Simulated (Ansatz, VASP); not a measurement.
# Cross-check of In4Sb3As (ordered alloy, x = 0.75, built in the cubic cell of 8 atoms (invented)) between VASP and Ansatz

One calculation is typed for both programs; each brings its own data sets. How far apart do they land? The cell is generated by rule, not measured, and may not be a known phase. The cell is taken from a series of runs on this material, whose earlier steps may have relaxed, scaled, displaced or heated it; both programs get it as it stands.

Calculated with Ansatz 0.2.0; plane waves, with VASP 6.6.1 beside it; r2SCAN.

### 1. The structure

The structure is cubic, space group P-43m (No. 215). Conventional cell: a = 6.449 Å, b = 6.449 Å, c = 6.449 Å, α = 90.00°, β = 90.00°, γ = 90.00°. Nearest to Sb lie 4 In at 2.83 Å. As has 4 In at 2.70 Å nearest. In has 1 As at 2.70 Å and 3 Sb at 2.83 Å nearest. Farther neighbours are not listed.

### 2. Ansatz: relaxation of cell and atoms, r2SCAN

Ansatz runs on its PAW soft_1 files.

The relaxed volume is the usual yardstick between codes: in a stiff, nearly cubic crystal its relative difference is about their pressure difference at one cell divided by the bulk modulus.

input.yaml reads:

```yaml
crystal:
  lattice:
    - [6.4491331241, 0.0, 0.0]
    - [0.0, 6.4491331241, 0.0]
    - [0.0, 0.0, 6.4491331241]
  atoms:
    - { symbol: Sb, position: [0.0, 0.0, 0.5] }
    - { symbol: Sb, position: [0.0, 0.5, 0.0] }
    - { symbol: Sb, position: [0.5, 0.0, 0.0] }
    - { symbol: As, position: [0.5, 0.5, 0.5] }
    - { symbol: In, position: [0.2585550606, 0.2585550606, 0.7414449394] }
    - { symbol: In, position: [0.2585550606, 0.7414449394, 0.2585550606] }
    - { symbol: In, position: [0.7414449394, 0.2585550606, 0.2585550606] }
    - { symbol: In, position: [0.7414449394, 0.7414449394, 0.7414449394] }
kpoints:
  mp_grid: { grid: [6, 6, 6] }
hamiltonian:
  xc: r2scan
  pseudopotentials: { kind: paw, azcp: { folder: soft_1 } }
scf:
  occupations: { method: gaussian, width: 0.1 }
output:
  forces: true
  stress: true
  eigenvalues: true
  write_density: true
  write_potential: true
  elf: true
  volumetric_format: npy
relax:
  adjacent_minimum: "off"
  f_tol: 0.005
  max_steps: 80
  cell: { stress_tol: 0.05 }
```

Started as:

```sh
$ ansatz run input.yaml --threads 4 --pin off --max-ram 9216MiB --backend cpu --events-out ev --progress --plain --runs-dir out
```

Numbers of over 12 decimals in the logs are rounded to 6 here.

What it wrote:

```text
Engine: ansatz 0.2.0, x86_64-unknown-linux-gnu
Pseudopotentials: kind: paw
Pseudopotential: Sb, paw, valence charge 15, recommended cutoff 500 eV (meta_gga), soft_1/Sb.paw.azcp
Pseudopotential: As, paw, valence charge 15, recommended cutoff 500 eV (meta_gga), soft_1/As.paw.azcp
Pseudopotential: In, paw, valence charge 13, recommended cutoff 500 eV (meta_gga), soft_1/In.paw.azcp
Functional definition: r2SCAN
  parameter k0 = 0.174
  parameter k1 = 0.065
  parameter a1 = 4.9479
  exchange = r2scan_x(k0 = k0, k1 = k1, a1 = a1)
  correlation = r2scan_c
Crystal: 8 atoms, lattice volume = 268.228 Å³
Basis set: ecut = 500 eV, 6859 PW (Γ), exchange–correlation on 192×192×192 points (64 copies of the dense FFT grid, shifted against one another)
Bands: 68, of which v1, the nominal top of the filled ones, is band 56 counted from 1 (55 counted from 0)
Symmetry: 24 space group operations
Space group: P-43m (ITA 215), of the structure as read, at distance tolerance 6.4e-5 Å
k-points: 20 of 216 (time reversal used)
Non-local potential: Sb, projectors of the file, l = 0: 2, l = 1: 2, l = 2: 2, l = 3: 1
Non-local potential: As, projectors of the file, l = 0: 2, l = 1: 2, l = 2: 3, l = 3: 1
Non-local potential: In, projectors of the file, l = 0: 2, l = 1: 2, l = 2: 2, l = 3: 1
PAW form: soft (Blöchl's): semilocal exchange-correlation on the pseudo side does not see the compensation charge
PAW frozen core: Sb, regenerated for the run's functional (the file was generated under x = pbe(κ = 0.804, μ = 0.219515), c = pbe(β = 0.066725))
PAW frozen core: As, regenerated for the run's functional (the file was generated under x = pbe(κ = 0.804, μ = 0.219515), c = pbe(β = 0.066725))
PAW frozen core: In, regenerated for the run's functional (the file was generated under x = pbe(κ = 0.804, μ = 0.219515), c = pbe(β = 0.066725))
PAW one-centre angular grid: Sb, 590 points (default); XC on 160 Gauss nodes
PAW one-centre angular grid: As, 590 points (default); XC on 160 Gauss nodes
PAW one-centre angular grid: In, 590 points (default); XC on 160 Gauss nodes
Initial density: superposition of atomic densities (chi_scale 0.1, normalization cell, long waves kept (reshape's long-wave potential 0.01 eV rms))
Initial wavefunctions: pseudopotential atomic-orbital guess
Functional: x = r2scan, c = r2scan; τ floored in thin density (d = 2e-4 eV/Å³)
iter 1 solved again at ethr=1.23e-3 eV; its pass at ethr=3.10e-3 eV (dr2=1.38e0 eV) is discarded
SCF iter   1: F=—  HF=-46811.566147 eV  |F-HF|=—  |Δ(HF+E_count)|=         —  Δρ=2.54e-2  dr2=1.38e0  dr2_τ=3.88e-2  ethr=1.23e-3  ⟨swp⟩=1.2  Hψ=7272  notcnv=0
preconditioner: auto → Resta (q_TF=auto, 2.359 Å⁻¹)  ε∞=2.9  [insulator: Δε(μ)=0.272 eV  Ē_g=14.119 eV  σ=0.100 eV  W_gap=0.73  n_scr=56 (ndim 8)  ℏωp=19.2 eV  f_vac=0.020  D(μ)=0.20/eV (n_scr^D=0)  ε∞_Penn≈2.9]
SCF iter   2: F=—  HF=-46811.765239 eV  |F-HF|=—  |Δ(HF+E_count)|=   1.99e-1  Δρ=1.51e-2  dr2=5.05e-1  dr2_τ=4.74e-3  ethr=1.23e-3  ⟨swp⟩=2.7  Hψ=1616  notcnv=0
SCF iter   3: F=—  HF=-46811.822431 eV  |F-HF|=—  |Δ(HF+E_count)|=   5.72e-2  Δρ=1.38e-3  dr2=7.72e-3  dr2_τ=2.51e-4  ethr=4.51e-4  ⟨swp⟩=2.9  Hψ=1946  notcnv=0  defer=1
SCF iter   4: F=—  HF=-46811.825882 eV  |F-HF|=—  |Δ(HF+E_count)|=   3.45e-3  Δρ=5.66e-4  dr2=1.23e-3  dr2_τ=1.74e-5  ethr=6.89e-6  ⟨swp⟩=2.0  Hψ=2514  notcnv=0
SCF iter   5: F=—  HF=-46811.826144 eV  |F-HF|=—  |Δ(HF+E_count)|=   2.63e-4  Δρ=1.71e-4  dr2=1.46e-4  dr2_τ=3.03e-6  ethr=1.10e-6  ⟨swp⟩=2.0  Hψ=2463  notcnv=0
SCF iter   6: F=—  HF=-46811.826095 eV  |F-HF|=—  |Δ(HF+E_count)|=   4.97e-5  Δρ=6.48e-5  dr2=1.13e-5  dr2_τ=2.75e-7  ethr=1.30e-7  ⟨swp⟩=2.0  Hψ=2453  notcnv=0
SCF iter   7: F=—  HF=-46811.826186 eV  |F-HF|=—  |Δ(HF+E_count)|=   9.18e-5  Δρ=2.34e-5  dr2=1.44e-6  dr2_τ=2.55e-8  ethr=1.01e-8  ⟨swp⟩=2.0  Hψ=2463  notcnv=0
SCF iter   8: F=-46811.826187 eV  HF=-46811.826187 eV  |F-HF|=1.41e-8  |Δ(HF+E_count)|=   3.29e-7  Δρ=4.14e-6  dr2=5.28e-8  dr2_τ=2.16e-9  ethr=8.93e-11  ⟨swp⟩=10.7  Hψ=11192  notcnv=0
SCF 1 converged in 8 iterations: F = -46811.826187 eV  dr2 = 5.28e-8
  greatest PAW one-centre occupation: 0.999 electrons in one spin orbital (limit 2), on the As atom at site 3 (counted from 0), in its partial waves of l = 2
relax step   1: F+E_penalty+E_count = -46811.82618675 eV  Δ(F+E_penalty+E_count) = +0.000e0 eV  max|allowed force component| = 4.139e-3 eV/Å  Δτ_max = 0.0000 Å  P = -0.042 GPa  Ω = 268.228 Å³  (8 SCF iters, dr2 threshold 1.00e-7 eV, accepted)
Initial density: handed on by an earlier stage of this run
Initial wavefunctions: pseudopotential atomic-orbital guess (no wavefunctions were taken with the density)
iter 1 solved again at ethr=1.09e-7 eV; its pass at ethr=3.10e-3 eV (dr2=1.22e-4 eV) is discarded
SCF iter   1: F=—  HF=-46811.826101 eV  |F-HF|=—  |Δ(HF+E_count)|=         —  Δρ=4.03e-6  dr2=5.22e-8  dr2_τ=1.82e-9  ethr=1.09e-7  ⟨swp⟩=4.0  Hψ=9346  notcnv=0
preconditioner: auto → Resta (q_TF=auto, 2.359 Å⁻¹)  ε∞=2.9  [insulator: Δε(μ)=0.287 eV  Ē_g=14.020 eV  σ=0.100 eV  W_gap=0.74  n_scr=56 (ndim 8)  ℏωp=19.2 eV  f_vac=0.109  D(μ)=0.20/eV (n_scr^D=0)  ε∞_Penn≈2.9]
SCF iter   2: F=—  HF=-46811.826187 eV  |F-HF|=—  |Δ(HF+E_count)|=   8.59e-5  Δρ=2.58e-6  dr2=1.78e-8  dr2_τ=4.58e-10  ethr=4.66e-11  ⟨swp⟩=3.7  Hψ=3543  notcnv=0
SCF iter   3: F=—  HF=-46811.826187 eV  |F-HF|=—  |Δ(HF+E_count)|=   1.34e-8  Δρ=1.07e-6  dr2=4.25e-9  dr2_τ=1.08e-10  ethr=1.59e-11  ⟨swp⟩=2.0  Hψ=2381  notcnv=0
SCF iter   4: F=—  HF=-46811.826187 eV  |F-HF|=—  |Δ(HF+E_count)|=   3.89e-9  Δρ=3.83e-7  dr2=4.98e-10  dr2_τ=1.96e-11  ethr=3.80e-12  ⟨swp⟩=2.0  Hψ=2481  notcnv=0
SCF iter   5: F=-46811.826187 eV  HF=-46811.826187 eV  |F-HF|=0.00e0  |Δ(HF+E_count)|=  3.20e-10  Δρ=7.77e-8  dr2=3.43e-11  dr2_τ=7.71e-13  ethr=1.00e-12  ⟨swp⟩=7.6  Hψ=8201  notcnv=0
SCF 2 converged in 5 iterations: F = -46811.826187 eV  dr2 = 3.43e-11
relax step   2: F+E_penalty+E_count = -46811.82618678 eV  Δ(F+E_penalty+E_count) = -2.338e-8 eV  max|allowed force component| = 4.136e-3 eV/Å  Δτ_max = 0.0000 Å  P = -0.042 GPa  Ω = 268.228 Å³  stress off target by 4.17e-2 GPa  SCF on the basis re-selected at this cell (its energy is not comparable with the rows above)  (5 SCF iters)
basis re-selected at this cell: Δ(F+E_penalty+E_count) = -2.338e-8 eV, ΔP = +0.000 GPa vs the last step (what re-selecting the basis moved, of the pressure what is left beyond the Pulay correction that the steps carried, after the strain that the cell walked since its last selection, with what the two solves' SCF thresholds leave and, on support functions, any second-order correction that the steps lacked; it is no m [...]
SCF converged after 5 iterations
Free energy (F): -46811.826187 eV
Harris-Foulkes:  -46811.826187 eV  (|F-HF|=0.00e0)
Internal energy: -46811.825198 eV  (E = F + TS)
E sigma→0 (E₀):  -46811.825692 eV
Entropy (-TS):   -0.000989 eV (-0.124 meV/atom)
Fermi energy:    6.979729 eV
--- Per-component energies (eV) ---
  E_band       = -1204.761313
  E_kinetic    = 1456.664920
  E_local      = -13078.290453  (includes V_loc(G=0)·N_el)
  E_nonlocal   = 2089.794953
  E_hartree    = 5705.941879
  E_xc         = -860.719267
  E_vxc        = -737.728861  (∫ρ·V_xc dr)
  E_paw        = -32674.873453  (= ΣΔE_a)
  E_vpaw       = -2394.326684  (= ΣTr[D̂ρ^β])
  E_aug_tail   = -0.000159  (compensation charges beyond the density's cutoff)
  E_vtau       = 47.241323  (kinetic-family band-sum trace: ∫τ·v_τ [+ j·A + Jᵃ·Aᵃ] dr)
  E_ewald      = -9454.266594
  E_core_change = 3.922975  (= ΣΔE_core)
  E_smearing   = -0.000989  (= −TS)
  E_closure    = 0.000000  (closes the sum)
  Σ components = -46811.826187   (vs F -46811.826187, Δ=0.00e0)
--- Forces (eV/Å), atoms counted from 1 ---
  atom   1  Sb    -0.00000000     0.00000000     0.00000000
  atom   2  Sb    -0.00000000     0.00000000     0.00000000
  atom   3  Sb    -0.00000000    -0.00000000     0.00000000
  atom   4  As    -0.00000000    -0.00000000     0.00000000
  atom   5  In     0.00413584     0.00413584    -0.00413584
  atom   6  In     0.00413584    -0.00413584     0.00413584
  atom   7  In    -0.00413584     0.00413584     0.00413584
  atom   8  In    -0.00413584    -0.00413584    -0.00413584
  max |Σ_I F_I| component: 6.59e-17 eV/Å
--- Stress (GPa, compression-positive) ---
       -0.041746       0.000000       0.000000
       -0.000000      -0.041746      -0.000000
        0.000000      -0.000000      -0.041746
  P = ⅓ Tr σ = -0.0417 GPa (-0.417 kbar)
--- Band table (eV; the first three rows and the last of 20) ---
  k-point 0: bands = [... 52 lower, 4.7376, 6.8265, 6.9347, 6.9347, 6.9347, 8.5390, 8.5390, 8.6385, ... 8 higher]
  k-point 1: bands = [... 52 lower, 4.7777, 5.6816, 6.6709, 6.6709, 7.9921, 8.5381, 8.8913, 8.9613, ... 8 higher]
  k-point 2: bands = [... 52 lower, 5.0391, 5.0391, 6.1239, 6.1239, 8.5489, 9.0178, 9.3095, 9.5949, ... 8 higher]
  k-point 19: bands = [... 52 lower, 6.0382, 6.0382, 6.2181, 6.2181, 7.2214, 7.9632, 7.9632, 7.9632, ... 8 higher]
--- Relaxed structure (1 steps of the walk, 1 accepted, 1 SCFs on fresh bases) ---
  F+E_penalty+E_count = -46811.82618678 eV   max|allowed force component| = 4.136e-3 eV/Å   (the final SCF, on the basis selected at the relaxed cell)
  cell:  # Å, volume = 268.2279 Å³
    - [6.4491331241, 0.0, 0.0]
    - [0.0, 6.4491331241, 0.0]
    - [0.0, 0.0, 6.4491331241]
  atoms:
    - { symbol: Sb, position: [0.0, 0.0, 0.500000] }
    - { symbol: Sb, position: [0.0, 0.500000, 0.0] }
    - { symbol: Sb, position: [0.500000, 0.0, 0.0] }
    - { symbol: As, position: [0.500000, 0.500000, 0.500000] }
    - { symbol: In, position: [0.2585550606, 0.2585550606, 0.741445] }
    - { symbol: In, position: [0.2585550606, 0.741445, 0.2585550606] }
    - { symbol: In, position: [0.741445, 0.2585550606, 0.2585550606] }
    - { symbol: In, position: [0.741445, 0.741445, 0.741445] }
```

(Continued in part 2 of 2.)

[Lines on the potential files, build, host, timing and source positions are cut from VASP's logs without a mark.]

[Logs are printed without paths, hosts, clocks, repeated set-up lines and the standing remarks that a program may print on its own settings, such as how far it seeks lower states.]

[Hosts, paths, dates, database ids (printed as entryN), source tags and the programs' standing remarks are cut or masked in the printed files.]
